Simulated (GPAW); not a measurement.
Crystal: C.

```
C
1.0
     2.52210    0.00000    0.00000
    -1.26105    2.18420    0.00000
     0.00000    0.00000    8.23710
C
8
Cartesian
  1.2611 0.7281 6.9501
  0.0000 1.4561 2.8315
  0.0000 1.4561 1.2870
  1.2611 0.7281 5.4056
  0.0000 0.0000 7.4649
  0.0000 0.0000 3.3463
  0.0000 0.0000 0.7722
  0.0000 0.0000 4.8908
```

This is a hexagonal form of diamond, not graphite.

Base run:

| Quantity | Value |
| --- | --- |
| Program | GPAW 26.7.0 |
| Functional | AM05 |
| Potentials or basis | PAW data sets generated in the run's folder for this functional |
| Cutoff | 800 eV |
| Basis | pw |
| k mesh | 7 × 7 × 2 |
| Occupations | fermi-dirac, width 0.05 eV |
| Spin | no spin polarisation |

Its results: band gap on the k mesh 4.29 eV, indirect (least direct gap 5.11 eV); pressure -6.1 GPa; largest force 0.330 eV/Å.

After a change of settings the same cell gave: band gap on the k mesh 4.38 eV, indirect (least direct gap 5.14 eV); pressure -12.9 GPa; largest force 0.330 eV/Å. Which change was it?
A. functional from AM05 to SOGGA; band points from 100 to 80
B. functional from AM05 to mBEEF; potentials or basis from PAW data sets generated in the run's folder for this functional to GPAW PAW data sets (gpaw-data 1.2.1)
C. functional from AM05 to LDA

C.

LDA binds more tightly than AM05, so the same cell stands under less pressure.

Not every run made on this cell is shown here.
